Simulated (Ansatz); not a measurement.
# Pd3C: the cost of one run

Computed with Ansatz 0.2.0 (DFT PBE, scalar-relativistic, plane waves, PAW, unless a step's input says otherwise).

### Step 1. Starting point

It takes space group Pm-3n (No. 223, cubic). Conventional cell: a = 4.707 Å, b = 4.707 Å, c = 4.707 Å, α = 90.00°, β = 90.00°, γ = 90.00°. Pd (site symmetry -4m2) is surrounded by 2 Pd at 2.35 Å and 4 C at 2.63 Å. Around C (site symmetry m-3) lie 12 Pd at 2.63 Å.

Coordinates:

```xyz
8
Lattice="4.7070 0.0000 0.0000 0.0000 4.7070 0.0000 0.0000 0.0000 4.7070" Properties=species:S:1:pos:R:3 pbc="T T T"
Pd    0.0000    2.3535    1.1768
Pd    0.0000    2.3535    3.5303
Pd    1.1768    0.0000    2.3535
Pd    3.5303    0.0000    2.3535
Pd    2.3535    3.5303    0.0000
Pd    2.3535    1.1768    0.0000
C     0.0000    0.0000    0.0000
C     2.3535    2.3535    2.3535
```

(A quick probe on a coarse mesh, which set the mesh and smearing, is not shown.)

### Step 3. Coarse relaxation

Input file input.yaml:

```yaml
crystal:
  lattice:
    - [4.7070148054, 0.0, 0.0]
    - [0.0, 4.7070148054, 0.0]
    - [0.0, 0.0, 4.7070148054]
  atoms:
    - { symbol: Pd, position: [0.0, 0.5, 0.25] }
    - { symbol: Pd, position: [0.0, 0.5, 0.75] }
    - { symbol: Pd, position: [0.25, 0.0, 0.5] }
    - { symbol: Pd, position: [0.75, 0.0, 0.5] }
    - { symbol: Pd, position: [0.5, 0.75, 0.0] }
    - { symbol: Pd, position: [0.5, 0.25, 0.0] }
    - { symbol: C, position: [0.0, 0.0, 0.0] }
    - { symbol: C, position: [0.5, 0.5, 0.5] }
basis:
  ecutwfc: 420
kpoints:
  mp_grid: { grid: [4, 4, 4] }
hamiltonian:
  xc: pbe
scf:
  occupations: { method: gaussian, width: 0.1 }
  lower_state_search: "off"
output:
  forces: true
  stress: true
  eigenvalues: true
relax:
  adjacent_minimum: "off"
  f_tol: 0.04
  max_steps: 70
  cell: { stress_tol: 0.4 }
```

The run is started by

```
$ ansatz run input.yaml --threads 1 --pin off --max-ram 2560MiB --backend cpu --events-out ev --progress --plain --runs-dir out
```

What time and memory should one allow on 1 thread of Intel Xeon 6975P-C (Granite Rapids), shared host?

About 12 s, with a peak of 0.45 GiB.
